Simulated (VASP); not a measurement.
## GaN in VASP 6.6.1, single-point calculation

INCAR

```
LREAL = .FALSE.
MAXMIX = 5
NELM = 70
LWAVE = .FALSE.
SIGMA = 0.02
LCHARG = .FALSE.
NBANDS = 16
ISPIN = 2
ISMEAR = -1
GGA = PE
ENCUT = 520
PREC = Accurate
IBRION = -1
ISIF = 2
MAGMOM = 3 3
NSW = 0
LASPH = .TRUE.
EDIFF = 1E-7
```

KPOINTS

```
KPOINTS created by Atomic Simulation Environment
0
Gamma
10 10 10
0 0 0
```

POSCAR

```
Ga N
 1.0000000000000000
     0.0000000000000000    2.2714420665000001    2.2714420665000001
     2.2714420665000001    0.0000000000000000    2.2714420665000001
     2.2714420665000001    2.2714420665000001    0.0000000000000000
 Ga  N
   1   1
Cartesian
  0.0000000000000000  0.0000000000000000  0.0000000000000000
  1.1357210332499998  1.1357210332499998  1.1357210332499998
```

The recommended PBE PAW datasets give the neutral cell 18 valence electrons.

Command

```
mpirun -np 1 vasp_std
```

OSZICAR

```
N       E                     dE             d eps       ncg     rms          rms(c)
DAV:   1     0.904914747239E+02    0.90491E+02   -0.96804E+03  3296   0.202E+03
DAV:   2    -0.241245283188E+01   -0.92904E+02   -0.86454E+02  3448   0.334E+02
DAV:   3    -0.868971243164E+01   -0.62773E+01   -0.62482E+01  3552   0.727E+01
DAV:   4    -0.876084617648E+01   -0.71134E-01   -0.71123E-01  3728   0.838E+00
DAV:   5    -0.876181214759E+01   -0.96597E-03   -0.96596E-03  3672   0.891E-01    0.246E+01
DAV:   6    -0.115894691087E+02   -0.28277E+01   -0.48603E+00  4544   0.361E+01    0.924E+00
DAV:   7    -0.121412616434E+02   -0.55179E+00   -0.39822E-01  3264   0.636E+00    0.278E+00
DAV:   8    -0.121562193082E+02   -0.14958E-01   -0.27170E-02  3144   0.183E+00    0.116E+00
DAV:   9    -0.121526243494E+02    0.35950E-02   -0.10954E-02  3904   0.105E+00    0.438E-01
DAV:  10    -0.121532072977E+02   -0.58295E-03   -0.10031E-03  3808   0.428E-01    0.152E-01
DAV:  11    -0.121532456510E+02   -0.38353E-04   -0.14167E-04  4016   0.194E-01    0.873E-02
DAV:  12    -0.121533024764E+02   -0.56825E-04   -0.33180E-05  3504   0.921E-02    0.462E-02
DAV:  13    -0.121532892243E+02    0.13252E-04   -0.14739E-05  3608   0.614E-02    0.898E-03
DAV:  14    -0.121532881447E+02    0.10796E-05   -0.16239E-06  3776   0.148E-02    0.398E-03
DAV:  15    -0.121532883980E+02   -0.25330E-06   -0.27705E-07  3464   0.666E-03    0.297E-03
DAV:  16    -0.121532884221E+02   -0.24073E-07   -0.25632E-08  2608   0.148E-03
   1 F= -.12153288E+02 E0= -.12153288E+02  d E =-.224879E-10  mag=     0.0000
```

It converged. Results: pressure 0.7 GPa; magnetic moment of the cell 0.00 μB.

For comparison, a separate PBE run of the intended cell, on usual settings and not on those above, gives a gap of 1.57 eV on its mesh and a pressure of 0.7 GPa.

The run above took about 33 s on one core of a shared host (Intel Xeon Platinum 8488C) and held 0.16 GiB at most.
